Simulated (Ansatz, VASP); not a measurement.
Ca: VASP beside Ansatz

```xyz
1
Lattice="-2.2400 2.2400 2.2400 2.2400 -2.2400 2.2400 2.2400 2.2400 -2.2400" Properties=species:S:1:pos:R:3 pbc="T T T"
Ca    0.0000    0.0000    0.0000
```

This isn't the form of Ca at room conditions, which is fcc.

Alike in both runs: task relaxation of cell and atoms; functional PBEsol; k mesh 8 × 8 × 8; occupations fermi-dirac, width 0.05 eV; no spin polarisation.

```csv
,VASP,Ansatz
version,VASP 6.6.1,Ansatz 0.2.0
potentials or method,"VASP PAW PBE potentials, release 64 (Ca_sv)",Ansatz PAW
plane-wave cutoff (eV),600,420
valence electrons in the cell,10,10
```

VASP gave:

```
gap on the k mesh at the Fermi level, each at its own relaxed structure (eV) : none
relaxed volume (Å³/atom)                                                     : 40.53
relaxed cell length with the largest relative difference (Å)                 : 3.748
energy change over the relaxation (meV/atom)                                 : -23
```

Which values does Ansatz return?

gap on the k mesh at the Fermi level, each at its own relaxed structure (eV): none; relaxed volume (Å³/atom): 40.40; relaxed cell length with the largest relative difference (Å): 3.744; energy change over the relaxation (meV/atom): -23.

A gap of «none» marks a metal or a gap that the smearing closes.

Caveats: the PAW data sets were made with another functional, which shifts forces and pressure a little (VASP); the plane-wave basis is chosen anew once the cell has moved, so the energies of steps on either side of that aren't comparable (Ansatz); the PAW data sets come from PBE, with cores solved anew for the run's functional, which leaves a small shift of forces and pressure (Ansatz).
